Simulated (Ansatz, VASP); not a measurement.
## Cross-check of BAs between VASP and Ansatz

Aim: how closely do two programs agree when they are given the same cell, functional and k mesh?

Method: plane waves, with VASP 6.6.1 beside it; single point at PBE and single point at r2SCAN, in Ansatz 0.2.0.

## 1. Starting point

The structure is cubic, space group F-43m (No. 216). Conventional cell: a = 4.679 Å, b = 4.679 Å, c = 4.679 Å, α = 90.00°, β = 90.00°, γ = 90.00°. Nearest to As lie 4 B at 2.03 Å. Nearest to B lie 4 As at 2.03 Å. Farther neighbours are not listed.

Structure file:

```xyz
2
Lattice="0.0000 2.3397 2.3397 2.3397 0.0000 2.3397 2.3397 2.3397 0.0000" Properties=species:S:1:pos:R:3 pbc="T T T"
As    3.5096    3.5096    3.5096
B     0.0000    0.0000    0.0000
```

## 2. VASP: single point, PBE

With cell and atoms fixed, the geometry can't cause a difference; cores, projectors, grids and the points listed under the comparison can.

Lines of VASP's logs that name or quote its potential files are left out, and so is its time.

INCAR

```
SYSTEM = BAs
PREC = Accurate
ENCUT = 440
EDIFF = 1E-08
NELM = 100
ISMEAR = 0
SIGMA = 0.05
LREAL = .FALSE.
ALGO = Normal
GGA = PE
NBANDS = 10
LORBIT = 11
LWAVE = .TRUE.
LCHARG = .FALSE.
KPAR = 8
```

POSCAR

```
BAs
1.0
    0.0000000000      2.3397414207      2.3397414207
    2.3397414207      0.0000000000      2.3397414207
    2.3397414207      2.3397414207      0.0000000000
As B
1 1
Direct
    0.7500000000      0.7500000000      0.7500000000
    0.0000000000      0.0000000000      0.0000000000
```

KPOINTS

```
Automatic mesh
0
Gamma
6 6 6
0 0 0
```

PAW data sets: As_GW and B_GW (PBE family, release 64).

Launch:

```sh
$ mpirun -np 8 vasp_std
```

Numbers of over 12 decimals in the logs are rounded to 6 here.

The log of the run:

```text
[banner, memory and clock lines left out]
running    8 mpi-ranks, on    1 nodes
 distrk:  each k-point on    1 cores,    8 groups
 distr:  one band on    1 cores,    1 groups

 POSCAR found type information on POSCAR AsB
 POSCAR found :  2 types and       2 ions
|                                                                             |
|           W    W    AA    RRRRR   N    N  II  N    N   GGGG   !!!           |
|           W    W   A  A   R    R  NN   N  II  NN   N  G    G  !!!           |
|           W    W  A    A  R    R  N N  N  II  N N  N  G       !!!           |
|           W WW W  AAAAAA  RRRRR   N  N N  II  N  N N  G  GGG   !            |
|           WW  WW  A    A  R   R   N   NN  II  N   NN  G    G                |
|           W    W  A    A  R    R  N    N  II  N    N   GGGG   !!!           |
|                                                                             |
|     For optimal performance we recommend to set                             |
|       NCORE = 2 up to number-of-cores-per-socket                            |
|     NCORE specifies how many cores store one orbital (NPAR=cpu/NCORE).      |
|     This setting can greatly improve the performance of VASP for DFT.       |
|     The default, NCORE=1 might be grossly inefficient on modern             |
|     multi-core architectures or massively parallel machines. Do your        |
|     Unfortunately you need to use the default for GW and RPA                |
|     calculations (for HF NCORE is supported but not extensively tested      |
|     yet).                                                                   |
|                                                                             |

 LDA part: xc-table for (Slater+PW92), standard interpolation
 POSCAR, INCAR and KPOINTS ok, starting setup
 FFT: planning ... GRIDC
 FFT: planning ... GRID_SOFT
 FFT: planning ... GRID
 WAVECAR not read
 entering main loop
       N       E                     dE             d eps       ncg     rms          rms(c)
DAV:   1     0.123289433036E+02    0.12329E+02   -0.35920E+03   320   0.676E+02
DAV:   2    -0.114337332924E+02   -0.23763E+02   -0.22287E+02   500   0.120E+02
DAV:   3    -0.121060477520E+02   -0.67231E+00   -0.67034E+00   384   0.183E+01
DAV:   4    -0.121120529788E+02   -0.60052E-02   -0.60041E-02   460   0.212E+00
DAV:   5    -0.121120925693E+02   -0.39591E-04   -0.39589E-04   384   0.139E-01    0.435E+00
DAV:   6    -0.113906770230E+02    0.72142E+00   -0.20039E+00   496   0.825E+00    0.180E+00
DAV:   7    -0.113159030320E+02    0.74774E-01   -0.22925E-01   482   0.274E+00    0.751E-01
DAV:   8    -0.113076550137E+02    0.82480E-02   -0.23255E-02   366   0.994E-01    0.795E-02
DAV:   9    -0.113079950718E+02   -0.34006E-03   -0.72751E-04   384   0.179E-01    0.455E-02
DAV:  10    -0.113081465934E+02   -0.15152E-03   -0.24529E-04   364   0.111E-01    0.968E-03
DAV:  11    -0.113081445149E+02    0.20785E-05   -0.10833E-05   404   0.200E-02    0.437E-03
DAV:  12    -0.113081447896E+02   -0.27466E-06   -0.24607E-06   366   0.101E-02    0.724E-04
DAV:  13    -0.113081447812E+02    0.83523E-08   -0.99880E-08   390   0.256E-03
   1 F= -.11308145E+02 E0= -.11308145E+02  d E =-.165287E-18
 writing wavefunctions
```

Parts of OUTCAR (step 2):

```text
ion  position               nearest neighbor table
   1  0.750  0.750  0.750-   2 2.03   2 2.03   2 2.03   2 2.03
   2  0.000  0.000  0.000-   1 2.03   1 2.03   1 2.03   1 2.03

  LATTYP: Found a face centered cubic cell.
 ALAT       =     4.6794828414

 Subroutine GETGRP returns: Found 24 space group operations
 (whereof 24 operations were pure point group operations)

The static configuration has the point symmetry T_d .

 Found     16 irreducible k-points:

   k-points           NKPTS =     16   k-points in BZ     NKDIM =     16   number of bands    NBANDS=     10

   dimension x,y,z NGX =    24 NGY =   24 NGZ =   24
   dimension x,y,z NGXF=    48 NGYF=   48 NGZF=   48

   ENCUT  =  440.0 eV  32.34 Ry    5.69 a.u.   5.66  5.66  5.66*2*pi/ulx,y,z

   NELECT =       8.0000    total number of electrons

 k-points in reciprocal lattice and weights: Automatic mesh
   0.00000000  0.00000000  0.00000000       0.005
   0.16666667  0.00000000  0.00000000       0.037
   0.33333333  0.00000000  0.00000000       0.037
   0.50000000  0.00000000  0.00000000       0.019
   0.16666667  0.16666667  0.00000000       0.028
   0.33333333  0.16666667  0.00000000       0.111
   0.50000000  0.16666667  0.00000000       0.111
  -0.33333333  0.16666667  0.00000000       0.111
  -0.16666667  0.16666667  0.00000000       0.056
[...]
-0.33333333  0.33333333  0.16666667       0.111
  -0.33333333  0.50000000  0.16666667       0.056

 average (electrostatic) potential at core
       1 -48.1015       2 -25.9812

 E-fermi :   7.1735

 k-point     1 :       0.0000    0.0000    0.0000
  band No.  band energies     occupation
      1      -9.1147      2.00000
      2       6.8760      2.00000
      3       6.8760      2.00000
      4       6.8760      2.00000
      5      10.2235      0.00000
      6      10.2235      0.00000
      7      10.2235      0.00000
      8      12.3314      0.00000
      9      16.7528      0.00000
    ...

 k-point     2 :       0.1667    0.0000    0.0000
  band No.  band energies     occupation
      1      -8.6349      2.00000
      2       3.8065      2.00000
      3       6.1464      2.00000
      4       6.1464      2.00000
      5      10.4429      0.00000
      6      11.1639      0.00000
      7      11.1639      0.00000
      8      14.0716      0.00000
      9      18.2491      0.00000
    ...

 k-point     3 :       0.3333    0.0000    0.0000
  band No.  band energies     occupation
      1      -7.2819      2.00000
      2      -0.1766      2.00000
      3       5.2653      2.00000
      4       5.2653      2.00000
      5      10.0764      0.00000
      6      11.8064      0.00000
      7      11.8064      0.00000
      8      15.8059      0.00000
      9      18.7892      0.00000
    ...

  Total        2.1723393      2.1723393      2.1723393      0.0000000      0.0000000      0.0000000
  in kB      135.8640810    135.8640810    135.8640810      0.0000000      0.0000000      0.0000000
  external PRESSURE =     135.8640810 kB  Pullay stress =       0.0000000 kB

  energy-cutoff  :      440.00
  volume of cell :       25.62
      direct lattice vectors                 reciprocal lattice vectors
     0.000000000  2.339741421  2.339741421    -0.213698828  0.213698828  0.213698828
     2.339741421  0.000000000  2.339741421     0.213698828 -0.213698828  0.213698828
     2.339741421  2.339741421  0.000000000     0.213698828  0.213698828 -0.213698828

 POSITION                                       TOTAL-FORCE (eV/Angst)
 -----------------------------------------------------------------------------------
      3.50961      3.50961      3.50961        -0.000000     -0.000000     -0.000000
      0.00000      0.00000      0.00000         0.000000      0.000000      0.000000
 -----------------------------------------------------------------------------------
    total drift:                               -0.000000     -0.000000     -0.000000

  FREE ENERGIE OF THE ION-ELECTRON SYSTEM (eV)
  ---------------------------------------------------
  free  energy   TOTEN  =       -11.3081447812 eV

  energy  without entropy=      -11.3081447812  energy(sigma->0) =      -11.30814478

 total charge
# of ion       s       p       d       tot
------------------------------------------
    1        1.147   1.678   0.101   2.925
    2        0.639   1.183   0.000   1.822
--------------------------------------------------
tot          1.786   2.861   0.101   4.748

[... 3 further parts left out ...]
```

The run ends at a pressure of 13.59 GPa.

## 3. Ansatz: single point, PBE

Ansatz runs on its default PAW (the set named soft_2) files.

The same cell, functional, mesh and smearing now go to Ansatz, which takes its cutoff from its data sets.

input.yaml

```yaml
crystal:
  lattice:
    - [0.0, 2.3397414207, 2.3397414207]
    - [2.3397414207, 0.0, 2.3397414207]
    - [2.3397414207, 2.3397414207, 0.0]
  atoms:
    - { symbol: As, position: [0.75, 0.75, 0.75] }
    - { symbol: B, position: [0.0, 0.0, 0.0] }
hamiltonian:
  xc: pbe
  pseudopotentials: { kind: paw }
kpoints:
  mp_grid: { grid: [6, 6, 6] }
scf:
  occupations: { method: gaussian, width: 0.05 }
  n_extra_bands: 4
output:
  forces: true
  stress: true
  eigenvalues: true
```

Launch:

```sh
$ ansatz run input.yaml --threads 2 --pin off --max-ram 4608MiB --backend cpu --events-out ev --progress --plain --runs-dir out
```

The log of the run:

```text
scf.n_extra_bands = 4 over 9 filled bands (N_el = 18.0): the run solves 13 bands
Engine: ansatz 0.2.0, x86_64-unknown-linux-gnu
Pseudopotentials: kind: paw
Pseudopotential: As, paw, valence charge 15, recommended cutoff 420 eV (normal), As.paw.azcp
Pseudopotential: B, paw, valence charge 3, recommended cutoff 420 eV (normal), B.paw.azcp
Functional definition: PBE
  parameter kappa = 0.804
  parameter beta = 0.066725
  exchange = pbe_x(kappa = kappa, mu = beta*pi^2/3)
  correlation = pbe_c(beta = beta)
Crystal: 2 atoms, lattice volume = 25.617 Å³
Basis set: ecut = 420 eV, 531 PW (Γ), exchange–correlation on 48×48×48 points (8 copies of the dense FFT grid, shifted against one another)
Bands: 13, of which v1, the nominal top of the filled ones, is band 9 counted from 1 (8 counted from 0)
Symmetry: 24 space group operations
Space group: F-43m (ITA 216), of the structure as read, at distance tolerance 2.9e-5 Å
k-points: 16 of 216 (time reversal used)
Non-local potential: As, projectors of the file, l = 0: 2, l = 1: 2, l = 2: 3, l = 3: 1
Non-local potential: B, projectors of the file, l = 0: 2, l = 1: 2, l = 2: 1
PAW form: soft (Blöchl's): semilocal exchange-correlation on the pseudo side does not see the compensation charge
PAW one-centre angular grid: As, 590 points (default); XC on 64 Gauss nodes
PAW one-centre angular grid: B, 110 points (default); XC on 64 Gauss nodes
Initial density: superposition of atomic densities (neutral atoms: chi_scale 0, normalization atom), corrected by the library's trained network
Initial wavefunctions: pseudopotential atomic-orbital guess
Functional: x = pbe(κ = 0.804, μ = 0.219515), c = pbe(β = 0.066725)
SCF iter   1: F=—  HF=-5012.004243 eV  |F-HF|=—  |Δ(HF+E_count)|=         —  Δρ=1.12e-3  dr2=2.92e-4  ethr=1.77e-3  ⟨swp⟩=5.4  Hψ=1187  notcnv=0
preconditioner: auto → none  [insulator: Δε(μ)=1.233 eV  Ē_g=12.916 eV  σ=0.050 eV  W_gap=1.00  n_scr=8 (ndim 8)  ℏωp=20.8 eV  f_vac=0.000  D(μ)=0.00/eV (n_scr^D=0)  ε∞_Penn≈3.6]
SCF iter   2: F=—  HF=-5012.004322 eV  |F-HF|=—  |Δ(HF+E_count)|=   7.94e-5  Δρ=6.19e-4  dr2=6.92e-5  ethr=1.62e-6  ⟨swp⟩=2.4  Hψ=468  notcnv=0
SCF iter   3: F=—  HF=-5012.004349 eV  |F-HF|=—  |Δ(HF+E_count)|=   2.66e-5  Δρ=2.87e-4  dr2=1.42e-5  ethr=3.84e-7  ⟨swp⟩=2.0  Hψ=350  notcnv=0
SCF iter   4: F=—  HF=-5012.004369 eV  |F-HF|=—  |Δ(HF+E_count)|=   2.01e-5  Δρ=5.06e-5  dr2=5.40e-7  ethr=7.90e-8  ⟨swp⟩=2.3  Hψ=298  notcnv=0
iter 5 did not close the SCF: its close was put off for the readings that it lacked (scf_convergence_deferred on its scf_iter line)
SCF iter   5: F=-5012.004368 eV  HF=-5012.004368 eV  |F-HF|=4.07e-8  |Δ(HF+E_count)|=   5.63e-7  Δρ=1.98e-5  dr2=8.66e-8  ethr=3.00e-9  ⟨swp⟩=2.0  Hψ=352  notcnv=0
SCF iter   6: F=-5012.004369 eV  HF=-5012.004369 eV  |F-HF|=8.42e-9  |Δ(HF+E_count)|=   3.68e-8  Δρ=4.12e-6  dr2=4.79e-9  ethr=4.81e-10  ⟨swp⟩=2.1  Hψ=772  notcnv=0
SCF 1 converged in 6 iterations: F = -5012.004369 eV  dr2 = 4.79e-9
  greatest PAW one-centre occupation: 0.999 electrons in one spin orbital (limit 2), on the As atom at site 0 (counted from 0), in its partial waves of l = 2
SCF converged after 6 iterations
Free energy (F): -5012.004369 eV
Harris-Foulkes:  -5012.004369 eV  (|F-HF|=8.42e-9)
Internal energy: -5012.004369 eV  (E = F + TS)
E sigma→0 (E₀):  -5012.004369 eV
Fermi energy:    12.761560 eV
--- Per-component energies (eV) ---
  E_band       = -194.877611
  E_kinetic    = 155.008777
  E_local      = -1639.387139  (includes V_loc(G=0)·N_el)
  E_nonlocal   = -657.688999
  E_hartree    = 919.623767
  E_xc         = -112.463320
  E_vxc        = -119.022947  (∫ρ·V_xc dr)
  E_paw        = -1915.358513  (= ΣΔE_a)
  E_vpaw       = 226.962619  (= ΣTr[D̂ρ^β])
  E_aug_tail   = 0.000004  (compensation charges beyond the density's cutoff)
  E_ewald      = -1761.738944
  E_smearing   = -0.000000  (= −TS)
  E_closure    = 0.000000  (closes the sum)
  Σ components = -5012.004369   (vs F -5012.004369, Δ=0.00e0)
--- Forces (eV/Å), atoms counted from 1 ---
  atom   1  As    -0.00000000     0.00000000     0.00000000
  atom   2  B     -0.00000000     0.00000000     0.00000000
  max |Σ_I F_I| component: 4.48e-16 eV/Å
--- Stress (GPa, compression-positive) ---
       12.827022       0.000000      -0.000000
        0.000000      12.827022       0.000000
       -0.000000       0.000000      12.827022
  P = ⅓ Tr σ = 12.8270 GPa (128.270 kbar)
--- Band table (eV; the first three rows and the last of 16) ---
  k-point 0: bands = [... 5 lower, -3.8378, 12.1479, 12.1479, 12.1479, 15.5067, 15.5067, 15.5067, 17.6211]
  k-point 1: bands = [... 5 lower, -3.3581, 9.0844, 11.4205, 11.4205, 15.7291, 16.4482, 16.4482, 19.3598]
  k-point 2: bands = [... 5 lower, -2.0059, 5.1073, 10.5409, 10.5409, 15.3628, 17.0974, 17.0974, 21.1020]
  k-point 15: bands = [... 5 lower, 0.8147, 3.6403, 6.6471, 6.8469, 15.9506, 16.2573, 21.2206, 21.4466]
```

It took 0.65 s on 2 threads of Intel Xeon 6975P-C (Granite Rapids), shared host; peak memory 0.3 GiB; 0.9 s of CPU time.

The run ends at a pressure of 12.83 GPa.

## 4. Side by side

Known differences besides the potentials themselves: the data sets hold 18 valence electrons in Ansatz (default PAW (the set named soft_2) files) and 8 in VASP; the cutoff is 420 eV in Ansatz and 440 eV in VASP; VASP leaves aspherical gradient terms in its spheres out (LASPH is not set), Ansatz keeps them. Total energies have different zeros and are not compared.

The two programs side by side:

```csv
quantity,Ansatz,VASP,difference
gap on the k mesh (eV),1.229,1.213,+0.016
```

Not compared: the pressure (VASP's GW data sets at this cutoff don't carry it). A gap on the mesh is an upper bound, since the band edges may lie between its points.

## 5. What the set-up changes

Further runs change the set-up of one program: Ansatz's method, potentials or start, or VASP's data sets, cutoff or form of LDA. The table gives Ansatz less VASP for each quantity, since a change that brings one quantity closer may part another.

| run | gap on the k mesh (eV) |
| --- | --- |
| as above | 0.016 |
| Ansatz's all-electron LAPW method | 0.018 |

[end of part 1 of 2]

[Lines on the potential files, build, host, timing and source positions are cut from VASP's logs without a mark.]

[Logs are printed without paths, hosts, clocks, repeated set-up lines and the standing remarks that a program may print on its own settings, such as how far it seeks lower states.]

[Hosts, paths, dates, database ids (printed as entryN), source tags and the programs' standing remarks are cut or masked in the printed files.]
